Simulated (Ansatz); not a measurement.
# I (Cmce) in Ansatz: settings compared, part 2 of 3

Ansatz 0.2.0.

## Step 3: Elastic constants, LDA

input.yaml

```yaml
crystal:
  lattice:
    - [3.635035, -2.39502, 0.0]
    - [3.635035, 2.39502, 0.0]
    - [0.0, 0.0, 9.79344]
  atoms:
    - { symbol: I, position: [0.6493, 0.3507, 0.3844] }
    - { symbol: I, position: [0.1493, 0.8507, 0.1156] }
    - { symbol: I, position: [0.3507, 0.6493, 0.6156] }
    - { symbol: I, position: [0.8507, 0.1493, 0.8844] }
hamiltonian:
  xc: lda
  pseudopotentials: { kind: paw }
kpoints:
  mp_grid: { grid: [5, 5, 3] }
scf:
  occupations: { method: fixed }
output:
  forces: true
  stress: true
elastic:
  mode: relaxed_ion
  stencil: two_point
```

Potentials or basis: Ansatz PAW.

Run with:

```
ansatz run input.yaml --threads 2 --pin off --max-ram 5632MiB --backend cpu --events-out ev --progress --plain --runs-dir out
```

What it wrote:

```text
Warning: RAYON_NUM_THREADS=2 ignored (pool sized by the plan → 2); use --threads N
Engine: ansatz 0.2.0, x86_64-unknown-linux-gnu
Pseudopotentials: kind: paw
Pseudopotential: I, paw, valence charge 17, recommended cutoff 420 eV (normal), I.paw.azcp
Functional definition: SPW92
  exchange = slater_x
  correlation = pw_c
Crystal: 4 atoms, lattice volume = 170.523 Å³
Basis set: ecut = 420 eV, 3337 PW (Γ)
Bands: 41, of which v1, the nominal top of the filled ones, is band 34 counted from 1 (33 counted from 0)
Symmetry: 8 space group operations
Space group: Cmce (ITA 64), of the structure as read, at distance tolerance 5.5e-5 Å
k-points: 18 of 75
Non-local potential: I, projectors of the file, l = 0: 2, l = 1: 2, l = 2: 2, l = 3: 2
PAW form: soft (Blöchl's): semilocal exchange-correlation on the pseudo side does not see the compensation charge
PAW frozen core: I, regenerated for the run's functional, and the local potential with it (the file was generated under x = pbe(κ = 0.804, μ = 0.2195149727645171), c = pbe(β = 0.06672455060314922))
PAW one-centre angular grid: I, 590 points (default); XC on 64 Gauss nodes
Initial density: superposition of atomic densities (neutral atoms: chi_scale 0, normalization atom), corrected by the library's trained network
Initial wavefunctions: pseudopotential atomic-orbital guess
Functional: x = slater, c = lda
SCF iter   1: F=—  HF=-29423.134061 eV  |F-HF|=—  |Δ(HF+E_count)|=         —  Δρ=4.09e-3  dr2=9.49e-3  ethr=1.77e-3  ⟨swp⟩=5.6  Hψ=2569  notcnv=0  defer=90
preconditioner: auto → Resta (q_TF=auto, 2.341 Å⁻¹)  ε∞=3.2  [insulator: Δε(μ)=1.220 eV  Ē_g=10.127 eV  n_scr=36 (ndim 8)  ℏωp=15.0 eV  f_vac=0.064  ε∞_Penn≈3.2]
SCF iter   2: F=—  HF=-29423.135288 eV  |F-HF|=—  |Δ(HF+E_count)|=   1.23e-3  Δρ=2.11e-3  dr2=3.04e-3  ethr=1.40e-5  ⟨swp⟩=2.8  Hψ=1134  notcnv=0  defer=90
SCF iter   3: F=—  HF=-29423.135311 eV  |F-HF|=—  |Δ(HF+E_count)|=   2.27e-5  Δρ=3.62e-4  dr2=3.43e-4  ethr=4.47e-6  ⟨swp⟩=4.0  Hψ=1389  notcnv=0  defer=90
SCF iter   4: F=—  HF=-29423.135250 eV  |F-HF|=—  |Δ(HF+E_count)|=   6.04e-5  Δρ=1.16e-4  dr2=3.45e-5  ethr=5.04e-7  ⟨swp⟩=3.0  Hψ=1356  notcnv=0  defer=90
SCF iter   5: F=—  HF=-29423.135247 eV  |F-HF|=—  |Δ(HF+E_count)|=   3.51e-6  Δρ=2.83e-5  dr2=2.37e-6  ethr=5.07e-8  ⟨swp⟩=2.0  Hψ=882  notcnv=0  defer=90
SCF iter   6: F=—  HF=-29423.135248 eV  |F-HF|=—  |Δ(HF+E_count)|=   1.27e-6  Δρ=6.72e-6  dr2=1.40e-7  ethr=3.49e-9  ⟨swp⟩=3.0  Hψ=1330  notcnv=0  defer=90
[... 615 lines left out ...]
  atoms:
    - { symbol: I, position: [0.6474034583548479, 0.352596541645152, 0.37764987774918113] }
    - { symbol: I, position: [0.14740345835484786, 0.852596541645152, 0.12235012225081887] }
    - { symbol: I, position: [0.352596541645152, 0.6474034583548479, 0.6223501222508189] }
    - { symbol: I, position: [0.852596541645152, 0.14740345835484786, 0.8776498777491812] }
  C = ∂σ_k/∂η_j (tension-positive GPa; Voigt order 11 22 33 23 13 12):
         8.894      3.414     -0.191      0.000      0.000      0.000
         1.520      7.756      4.534     -0.000      0.000     -0.000
        -2.421      4.196     25.398     -0.000      0.000     -0.000
         0.000      0.000     -0.000     15.678      0.000      0.000
         0.000     -0.000     -0.000     -0.000      3.465     -0.000
        -0.000      0.000      0.000     -0.000     -0.000      5.278
  reference stress σ⁰ (GPa):      0.700      2.595      2.929     -0.000     -0.000     -0.000
  C* (energy form; C + prestress term) asymmetry max|C*_kj − C*_jk| = 3.860e-3 GPa — a small one proves nothing (zero by symmetry where the batch's group is 432, −43m or m−3m); a large one is finite-difference/SCF noise where every solve meets its electron count
  moduli (Voigt/Reuss/Hill, GPa): K = 5.90/4.85/5.37   G = 7.32/4.65/5.98   E = 13.09   ν = 0.094
  mechanically stable: yes (min eigenvalue of sym C = 3.46 GPa)
  the stresses are not corrected for the forces that the relaxations left standing (`elastic.f_tol`)
  strain η (Voigt 11):  stress-route row diagonal C_11 = 8.89 GPa, energy-path curvature d²(F+E_count+ΔE)/dδ²/Ω₀ = 8.56 GPa
         δ    σ_11 (GPa)             F (eV)   n_scf  n_hpsi   n_pw
    -2.000e-3       0.6821      -29423.2136227       2    5242   3340   relax 2 steps, max|allowed force component| 2.43e-6 eV/Å
     2.000e-3       0.7177      -29423.2106410       2    5244   3356   relax 3 steps, max|allowed force component| 4.94e-7 eV/Å
  strain η (Voigt 22):  stress-route row diagonal C_22 = 7.76 GPa, energy-path curvature d²(F+E_count+ΔE)/dδ²/Ω₀ = 7.55 GPa
         δ    σ_22 (GPa)             F (eV)   n_scf  n_hpsi   n_pw
    -2.000e-3       2.5787      -29423.2176396       2    5243   3340   relax 4 steps, max|allowed force component| 2.63e-7 eV/Å
     2.000e-3       2.6097      -29423.2066039       2    5243   3354   relax 4 steps, max|allowed force component| 4.18e-8 eV/Å
  strain η (Voigt 33):  stress-route row diagonal C_33 = 25.40 GPa, energy-path curvature d²(F+E_count+ΔE)/dδ²/Ω₀ = 25.29 GPa
         δ    σ_33 (GPa)             F (eV)   n_scf  n_hpsi   n_pw
    -2.000e-3       2.8776      -29423.2183169       2    5247   3339   relax 4 steps, max|allowed force component| 2.42e-7 eV/Å
     2.000e-3       2.9792      -29423.2058536       2    5262   3353   relax 4 steps, max|allowed force component| 2.12e-7 eV/Å
  strain η (Voigt 23):  stress-route row diagonal C_44 = 15.68 GPa, energy-path curvature d²(F+E_count+ΔE)/dδ²/Ω₀ = 14.18 GPa
         δ    σ_23 (GPa)             F (eV)   n_scf  n_hpsi   n_pw
    -2.000e-3      -0.0314      -29423.2121092       2    6997   3349   relax 4 steps, max|allowed force component| 3.18e-5 eV/Å
     2.000e-3       0.0314      -29423.2121092       2    6986   3349   relax 4 steps, max|allowed force component| 3.18e-5 eV/Å
  strain η (Voigt 13):  stress-route row diagonal C_55 = 3.46 GPa, energy-path curvature d²(F+E_count+ΔE)/dδ²/Ω₀ = 2.37 GPa
         δ    σ_13 (GPa)             F (eV)   n_scf  n_hpsi   n_pw
    -2.000e-3      -0.0069      -29423.2121369       2    7171   3348   relax 1 steps, max|allowed force component| 8.84e-6 eV/Å
     2.000e-3       0.0069      -29423.2121369       2    7179   3348   relax 1 steps, max|allowed force component| 8.84e-6 eV/Å
  strain η (Voigt 12):  stress-route row diagonal C_66 = 5.28 GPa, energy-path curvature d²(F+E_count+ΔE)/dδ²/Ω₀ = 4.20 GPa
         δ    σ_12 (GPa)             F (eV)   n_scf  n_hpsi   n_pw
    -2.000e-3      -0.0106      -29423.2121331       2    7748   3347   relax 3 steps, max|allowed force component| 1.55e-6 eV/Å
     2.000e-3       0.0106      -29423.2121331       2    7738   3347   relax 3 steps, max|allowed force component| 1.56e-6 eV/Å
```

elastic.tsv:

```text
[... 17 lines left out ...]
6	-3.4709879830e-29	7.8886090522e-30	7.8886090522e-30	-5.7734238716e-16	-1.2053437215e-30	5.2777427987e0	-6.9483335492e-16	-6.9483335492e-16	-6.9483335492e-16	-5.7734238716e-16	-1.2053437215e-30	5.2777427987e0	1.4764660436e-31	-1.8055593229e-34	8.8269744607e-34	-1.5078909526e-19	-2.0150042043e-31	-4.2427056170e-3
```

elastic_members.tsv:

```text
[... 23 lines left out ...]
5	2.0000000000e-3	7.0009968156e-1	2.5944711691e0	2.9287543313e0	-1.7370833873e-17	-2.6056250809e-17	1.0555479377e-2	-2.9423212133e4	-2.9423212133e4	2	7738	3347	3	1.5601248042e-6	0.0000000000e0	-2.7624770309e-2	-3.0277684591e-2	-3.2869066471e-2	-2.1204631192e-21	1.0602315596e-20	-8.4853846507e-6	-8.6053265007e-6	0.0000000000e0
```

It took 64 s on 2 threads of AMD EPYC 9R45 (Zen 5), shared host; peak memory 0.58 GiB.

What came out:

| Property | Result |
| --- | --- |
| Free energy | -29423.2121 eV |
| Pressure | -2.1 GPa |
| Band gap on the k mesh | 0.98 eV, indirect (least direct gap 1.09 eV) |
| Voigt bulk modulus | 6 GPa |

Elastic tensor in Voigt notation (GPa, in the Cartesian axes of the cell as first typed):
```
 9  3  0  0  0  0
 2  8  5  0  0  0
-2  4 25  0  0  0
 0  0  0 16  0  0
 0  0  0  0  3  0
 0  0  0  0  0  5
```

Caveat: odd divisions of the mesh miss points on the zone boundary, where band edges often lie, so the gap on the mesh can be too wide; spin-orbit coupling is left out, which moves the levels of the heavy elements; the PAW data sets come from PBE, with cores solved anew for the run's functional, which leaves a small shift of forces and pressure. A k mesh can miss the band edges.

## Step 4: Born charges and dielectric tensor, LDA

input.yaml, as its differences from that of step 3:

```diff
@@ -14,3 +14,3 @@
 kpoints:
-  mp_grid: { grid: [5, 5, 3] }
+  mp_grid: { grid: [7, 7, 3] }
 scf:
@@ -18,6 +18,4 @@
 output:
-  forces: true
-  stress: true
-elastic:
-  mode: relaxed_ion
-  stencil: two_point
+  eigenvalues: true
+dielectric:
+  method: response
```

Potentials or basis: Ansatz PAW.

Run with:

```
ansatz run input.yaml --threads 2 --pin off --max-ram 5632MiB --backend cpu --events-out ev --progress --plain --runs-dir out
```

What it wrote:

```text
Warning: RAYON_NUM_THREADS=2 ignored (pool sized by the plan → 2); use --threads N
Engine: ansatz 0.2.0, x86_64-unknown-linux-gnu
Pseudopotentials: kind: paw
Pseudopotential: I, paw, valence charge 17, recommended cutoff 420 eV (normal), I.paw.azcp
Functional definition: SPW92
  exchange = slater_x
  correlation = pw_c
Crystal: 4 atoms, lattice volume = 170.523 Å³
Basis set: ecut = 420 eV, 3337 PW (Γ), exchange–correlation on 60×60×144 points (8 copies of the dense FFT grid, shifted against one another)
Bands: 41, of which v1, the nominal top of the filled ones, is band 34 counted from 1 (33 counted from 0)
Symmetry: 8 space group operations
k-points: 74 of 147 (irreducible under 1 space group operation, time reversal used)
Non-local potential: I, projectors of the file, l = 0: 2, l = 1: 2, l = 2: 2, l = 3: 2
PAW form: soft (Blöchl's): semilocal exchange-correlation on the pseudo side does not see the compensation charge
PAW frozen core: I, regenerated for the run's functional, and the local potential with it (the file was generated under x = pbe(κ = 0.804, μ = 0.2195149727645171), c = pbe(β = 0.06672455060314922))
PAW one-centre angular grid: I, 590 points (default); XC on 64 Gauss nodes
Initial density: superposition of atomic densities (neutral atoms: chi_scale 0, normalization atom), corrected by the library's trained network
Initial wavefunctions: pseudopotential atomic-orbital guess
Functional: x = slater, c = lda
SCF iter   1: F=—  HF=-29423.134686 eV  |F-HF|=—  |Δ(HF+E_count)|=         —  Δρ=4.08e-3  dr2=9.48e-3  ethr=1.77e-3  ⟨swp⟩=5.5  Hψ=10604  notcnv=0  defer=369
preconditioner: auto → Resta (q_TF=auto, 2.341 Å⁻¹)  ε∞=3.2  [insulator: Δε(μ)=1.212 eV  Ē_g=10.134 eV  n_scr=36 (ndim 8)  ℏωp=15.0 eV  f_vac=0.064  ε∞_Penn≈3.2]
SCF iter   2: F=—  HF=-29423.135861 eV  |F-HF|=—  |Δ(HF+E_count)|=   1.18e-3  Δρ=2.11e-3  dr2=3.03e-3  ethr=1.39e-5  ⟨swp⟩=2.7  Hψ=4773  notcnv=0  defer=370
SCF iter   3: F=—  HF=-29423.135883 eV  |F-HF|=—  |Δ(HF+E_count)|=   2.24e-5  Δρ=3.56e-4  dr2=3.32e-4  ethr=4.46e-6  ⟨swp⟩=4.0  Hψ=5681  notcnv=0  defer=370
SCF iter   4: F=—  HF=-29423.135822 eV  |F-HF|=—  |Δ(HF+E_count)|=   6.11e-5  Δρ=1.14e-4  dr2=3.36e-5  ethr=4.89e-7  ⟨swp⟩=3.0  Hψ=5548  notcnv=0  defer=370
SCF iter   5: F=—  HF=-29423.135823 eV  |F-HF|=—  |Δ(HF+E_count)|=   2.91e-7  Δρ=2.82e-5  dr2=2.34e-6  ethr=4.94e-8  ⟨swp⟩=2.0  Hψ=3618  notcnv=0  defer=370
SCF iter   6: F=—  HF=-29423.135825 eV  |F-HF|=—  |Δ(HF+E_count)|=   2.22e-6  Δρ=6.66e-6  dr2=1.36e-7  ethr=3.43e-9  ⟨swp⟩=3.0  Hψ=5462  notcnv=0  defer=370
SCF iter   7: F=—  HF=-29423.135825 eV  |F-HF|=—  |Δ(HF+E_count)|=   9.63e-9  Δρ=1.80e-6  dr2=9.54e-9  ethr=2.00e-10  ⟨swp⟩=3.0  Hψ=5782  notcnv=0  defer=370
SCF iter   8: F=—  HF=-29423.135825 eV  |F-HF|=—  |Δ(HF+E_count)|=   2.81e-9  Δρ=2.89e-7  dr2=1.30e-10  ethr=1.40e-11  ⟨swp⟩=3.0  Hψ=6133  notcnv=0  defer=370
SCF iter   9: F=-29423.135825 eV  HF=-29423.135825 eV  |F-HF|=3.64e-12  |Δ(HF+E_count)|=  7.28e-12  Δρ=7.29e-8  dr2=1.07e-11  ethr=1.00e-12  ⟨swp⟩=15.1  Hψ=15325  notcnv=0
SCF 1 converged in 9 iterations: F = -29423.135825 eV  dr2 = 1.07e-11
NSCF: frozen V_eff on 9 k-points
DFPT response loops at Γ: preconditioner auto → Resta (q_TF=auto, 2.341 Å⁻¹)  ε∞=7.0 (no band partly filled); β = 1.00, the filter's whole step (`scf.mixing.beta` (0.50) is not read by the response loops at its default; to damp them type it under 1.00, their step now; it binds the ground state too); Broyden in place of MSR1
── the response to a field inside a basis, on 8×8×4 k-points: an SCF that follows is theirs, and a resumed run solves both again ──
Bands: 35, of which v1, the nominal top of the filled ones, is band 34 counted from 1 (33 counted from 0)
k-points: 40 of 256
Initial density: handed on by an earlier stage of this run
Initial wavefunctions: pseudopotential atomic-orbital guess (no wavefunctions were taken with the density)
Eigensolver: Dense (40 Hₖ)
SCF iter   1: F=—  HF=-29423.109766 eV  |F-HF|=—  |Δ(HF+E_count)|=         —  Δρ=8.23e-5  dr2=3.64e-6  ethr=1.00e-1
preconditioner: auto → Resta (q_TF=auto, 2.341 Å⁻¹)  ε∞=6.4  [insulator: Δε(μ)=1.238 eV  Ē_g=6.492 eV  n_scr=36 (ndim 8)  ℏωp=15.0 eV  f_vac=0.046  ε∞_Penn≈6.4]
SCF iter   2: F=—  HF=-29423.109768 eV  |F-HF|=—  |Δ(HF+E_count)|=   2.22e-6  Δρ=4.58e-5  dr2=1.43e-6  ethr=5.35e-9
SCF iter   3: F=-29423.109769 eV  HF=-29423.109769 eV  |F-HF|=1.04e-8  |Δ(HF+E_count)|=   1.18e-6  Δρ=4.76e-6  dr2=5.80e-8  ethr=2.11e-9
SCF 1 converged in 3 iterations: F = -29423.109769 eV  dr2 = 5.80e-8
DFPT response loops at Γ: mixed as the last ones told, above
SCF converged after 9 iterations
Free energy (F): -29423.135825 eV
Harris-Foulkes:  -29423.135825 eV  (|F-HF|=3.64e-12)
Internal energy: -29423.135825 eV  (E = F + TS)
E sigma→0 (E₀):  -29423.135825 eV
Fermi energy:    4.570979 eV
--- Per-component energies (eV) ---
  E_band       = -1609.447380
  E_kinetic    = 757.780339
  E_local      = -8245.199222  (includes V_loc(G=0)·N_el)
  E_nonlocal   = -347.084865
  E_hartree    = 4203.355387
  E_xc         = -508.274727
  E_vxc        = -513.212768  (∫ρ·V_xc dr)
  E_paw        = -18633.895523  (= ΣΔE_a)
  E_vpaw       = -1668.441873  (= ΣTr[D̂ρ^β])
  E_aug_tail   = 0.000242  (compensation charges beyond the density's cutoff)
  E_ewald      = -6652.942316
  E_core_change = 3.124860  (= ΣΔE_core)
  E_smearing   = -0.000000  (= −TS)
  E_closure    = -0.000000  (closes the sum)
  Σ components = -29423.135825   (vs F -29423.135825, Δ=0.00e0)
--- Band table (eV; the first three rows and the last of 74) ---
  k-point 0: bands = ["-40.2673", "-40.2641", "-40.1506", "-40.1477", "-40.1404", "-40.1376", "-40.1079", "-40.1057", "-40.0851", "-40.0848", "-40.0528", "-40.0525", "-39.7947", "-39.7944", "-39.7931", "-39.7925", "-39.7918", "-39.7915", "-39.7892", "-39.7885", "-9.1006", "-8.6409", "-7.0561", "-6.1131", "-0.0105", "1.3462", "2.7871", "2.8248", "3.3274", "3.4204", "3.4525", "4.0096", "4.5134", "4.5710", "5.8799", "6.7275", "9.5576", "9.6941", "9.8350", "11.4718", "11.7240"]
  k-point 1: bands = ["-40.2665", "-40.2649", "-40.1498", "-40.1484", "-40.1398", "-40.1384", "-40.1073", "-40.1062", "-40.0851", "-40.0849", "-40.0527", "-40.0526", "-39.7946", "-39.7945", "-39.7930", "-39.7927", "-39.7917", "-39.7916", "-39.7890", "-39.7887", "-9.0109", "-8.7893", "-6.7985", "-6.3365", "0.2769", "0.9174", "2.9390", "3.1924", "3.2983", "3.3568", "3.4192", "3.7837", "4.5300", "4.5586", "5.9504", "6.3655", "9.8745", "10.0564", "10.1459", "11.1354", "11.4819"]
  k-point 2: bands = ["-40.2671", "-40.2643", "-40.1505", "-40.1479", "-40.1402", "-40.1378", "-40.1078", "-40.1058", "-40.0851", "-40.0849", "-40.0528", "-40.0525", "-39.7947", "-39.7944", "-39.7930", "-39.7925", "-39.7918", "-39.7915", "-39.7892", "-39.7886", "-9.0380", "-8.6155", "-7.0077", "-6.1628", "0.0005", "1.1866", "2.3262", "2.4483", "3.1593", "3.2598", "3.8161", "4.2563", "4.4016", "4.4352", "5.8432", "6.6092", "9.9619", "10.0104", "10.3534", "11.3918", "11.5197"]
  k-point 73: bands = ["-40.2657", "-40.2654", "-40.1494", "-40.1491", "-40.1391", "-40.1388", "-40.1070", "-40.1067", "-40.0850", "-40.0850", "-40.0526", "-40.0525", "-39.7944", "-39.7944", "-39.7924", "-39.7924", "-39.7915", "-39.7915", "-39.7892", "-39.7892", "-8.6219", "-8.5925", "-6.6126", "-6.5623", "0.2344", "0.3119", "1.4104", "1.5329", "2.3750", "2.5657", "3.6789", "3.9365", "4.2535", "4.4248", "6.2379", "6.4293", "10.3318", "10.6890", "11.3162", "12.1004", "12.5013"]
--- Dielectric response (ions clamped): 3 representative field directions + reference, inside a basis on a mesh of 256 k-points (Σ response iterations 18) ---
  ε∞ (high-frequency dielectric tensor):
        3.409071    -0.000000    -0.000000
       -0.000000     7.817506     0.000000
       -0.000000     0.000000    14.625148
  Born effective charges Z* (e; rows j = field, columns β = displacement):
    site 0:
         0.00000   -0.00000   -0.00000
        -0.00000    0.00000    1.12449
        -0.00000    1.90352    0.00000
    site 1:
        -0.00000    0.00000    0.00000
         0.00000   -0.00000   -1.12449
         0.00000   -1.90352   -0.00000
    site 2:
         0.00000   -0.00000   -0.00000
        -0.00000    0.00000    1.12449
        -0.00000    1.90352    0.00000
    site 3:
        -0.00000    0.00000    0.00000
         0.00000   -0.00000   -1.12449
         0.00000   -1.90352   -0.00000
  Z* charge neutrality: 4.785e-3 e pre-enforcement
  solved inside a basis spanned on kpoints, on 8×8×4 k-points, its susceptibility summed on 18×18×8: ε∞ is read to err by 4.5e-2, Z* by 1.9e-2 e (field_mesh: kpoints solves on kpoints); Z* is corrected for what the basis lacks
```

Run time: 91 s. Hardware: 2 threads of AMD EPYC 9R45 (Zen 5), shared host; peak memory 2.4 GiB.

Results:

| Item | Value |
| --- | --- |
| Free energy | -29423.1358 eV |
| Band gap on the k mesh | 1.23 eV, indirect (least direct gap 1.31 eV) |
| Electronic dielectric tensor (diagonal) | 3.41, 7.82, 14.63 |
| Born charges (mean of the diagonal) | I +0.00 e |

Levels at points of the mesh, in eV from the valence-band top:
```
           k point  band 31  band 32  band 33  band 34  band 35  band 36  band 37  band 38
(0.00, 0.00, 0.00)    -1.12    -0.56    -0.06     0.00     1.31     2.16     4.99     5.12
```

Electronic dielectric tensor:
```
 3.41  0.00  0.00
 0.00  7.82  0.00
 0.00  0.00 14.63
```

Born effective charge tensors (e):
atom 1, I
```
0.00 0.00 0.00
0.00 0.00 1.12
0.00 1.90 0.00
```
atom 2, I
```
 0.00  0.00  0.00
 0.00  0.00 -1.12
 0.00 -1.90  0.00
```
atom 3, I
```
0.00 0.00 0.00
0.00 0.00 1.12
0.00 1.90 0.00
```
atom 4, I
```
 0.00  0.00  0.00
 0.00  0.00 -1.12
 0.00 -1.90  0.00
```

Caveat: odd divisions of the mesh miss points on the zone boundary, where band edges often lie, so the gap on the mesh can be too wide; spin-orbit coupling is left out, which moves the levels of the heavy elements; the PAW data sets come from PBE, with cores solved anew for the run's functional, which leaves a small shift of forces and pressure. LDA gaps usually lie below the measured ones, often by a third to a half.

(Part 2 of 3 ends here.)
